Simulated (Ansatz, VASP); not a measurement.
**Two plane-wave programs on NiO**

File INCAR:

```
SYSTEM = NiO
ALGO = Normal ; EDIFF = 1E-6
ENCUT = 520 ; GGA = PS
ISIF = 2 ; ISMEAR = -1
ISPIN = 2 ; LASPH = .True.
LCHARG = .False. ; LDAU = .True.
LDAUJ = 0 0 ; LDAUL = 2 -1
LDAUPRINT = 1 ; LDAUTYPE = 2
LDAUU = 6.2 0 ; LMAXMIX = 4
LORBIT = 11 ; LREAL = .False.
LWAVE = .False. ; MAGMOM = 2 0
NBANDS = 19 ; NELM = 150
PREC = Accurate ; SIGMA = 0.02
```

The input KPOINTS:

```
k-points
0
Gamma
  8 8 8
  0 0 0
```

POSCAR

```
NiO
1.0
    0.0000000000      2.0842000000      2.0842000000
    2.0842000000      0.0000000000      2.0842000000
    2.0842000000      2.0842000000      0.0000000000
Ni O
1 1
Direct
    0.5000000000      0.5000000000      0.5000000000
    0.0000000000      0.0000000000      0.0000000000
```

Input for Ansatz:

```yaml
crystal:
  lattice:
    - [0.0, 2.0842, 2.0842]
    - [2.0842, 0.0, 2.0842]
    - [2.0842, 2.0842, 0.0]
  atoms:
    - { symbol: Ni, position: [0.5, 0.5, 0.5], spin: 2.0 }
    - { symbol: O, position: [0.0, 0.0, 0.0] }
magnetization:
  spin_polarized: true
hamiltonian:
  xc: pbesol
  pseudopotentials: { kind: paw }
  hubbard: { sites: [{ species: Ni, l: d, u_eff: 6.2 }] }
basis:
  ecutwfc: 420
kpoints:
  mp_grid: { grid: [8, 8, 8] }
scf:
  occupations: { method: fermi_dirac, width: 0.02 }
  lower_state_search: "off"
output:
  forces: true
  stress: true
  write_density: true
  write_potential: true
  elf: true
  volumetric_format: npy
```

Alike in both runs: task single point; functional PBEsol; k mesh 8 × 8 × 8; occupations fermi-dirac, width 0.02 eV; collinear spin; Hubbard terms Ni d U = 6.2 eV.

|  | VASP | Ansatz |
| --- | --- | --- |
| version | VASP 6.6.1 | Ansatz 0.2.0 |
| potentials or method | VASP PAW PBE potentials, release 64 (Ni, O) | PAW, plane waves, scalar-relativistic |
| plane-wave cutoff (eV) | 520 | 420 |
| valence electrons in the cell | 16 | 24 |

```csv
,VASP,Ansatz,Ansatz less VASP
gap on the k mesh at the Fermi level (eV),2.28,1.98,-0.300
pressure (GPa),-6.5,4.8,+11.31
net moment per atom (μB),1.00,1.00,0.000
size of the moment on the site where the two differ most (μB),1.81,1.71,-0.102
```

Site moments also hang on the region over which each program counts them. The programs project onto different local orbitals, so the same U acts differently. The two sets of potentials don't hold the same shells in valence.

Caveats: the PAW data sets were made with another functional, which shifts forces and pressure a little (VASP); a cell with one magnetic atom can't hold antiferromagnetic order, which such compounds often take. A k mesh can miss the band edges. The state reached can hang on the start; a lower one may exist.
